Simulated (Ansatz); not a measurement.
# Relaxing Re

Level of theory: DFT PBE, scalar-relativistic, plane waves, PAW (Ansatz). Cutoff 420 eV, Γ-centred k mesh, Gaussian smearing, no spin polarisation in the final step.

Re was placed on the sites of a reported Si cell (Ia-3, No. 206), at a guessed volume.

```
Re
1.0
    -3.19889    3.19889    3.19889
     3.19889   -3.19889    3.19889
     3.19889    3.19889   -3.19889
Re
8
Direct
  0.20600 0.20600 0.20600
  0.50000 0.00000 0.29400
  0.29400 0.50000 0.00000
  0.00000 0.29400 0.50000
  0.79400 0.79400 0.79400
  0.50000 0.00000 0.70600
  0.70600 0.50000 0.00000
  0.00000 0.70600 0.50000
```

Cell and atoms relax at zero pressure; the relaxation can't lower the symmetry of the start. After a coarse first stage the cell is made exact in the group found at 0.06 Å.

Energies count from the standard state of Re at the same level.

Describe the relaxed structure.

It keeps Ia-3 (No. 206). Conventional cell: a = 6.865 Å. Around Re lie 4 Re at 2.39–2.47 Å.

Space group Ia-3 (No. 206). a = 6.865 Å, b = 6.865 Å, c = 6.865 Å, α = 90.00°, β = 90.00°, γ = 90.00°
```json
{"atom": "Re", "site": "16c", "symmetry": ".3.", "x": "0.1003", "y": "0.1003", "z": "0.1003"}
```

What are its volume, energy, density and gap?

The volume per atom is 20.22 Å³ and the density is 15.29 g/cm³. The energy over the standard structure is 1.38 eV/atom and the gap on the 8×8×8 mesh is 0 eV (a metal).

The final run used a 8×8×8 mesh on its 8-atom cell and 0.10 eV smearing. The k mesh leaves about 4 meV/atom of noise in metals. Spin–orbit coupling is left out. A structure relaxed within its symmetry needn't be a true minimum. The steps took about 60 core-seconds in all.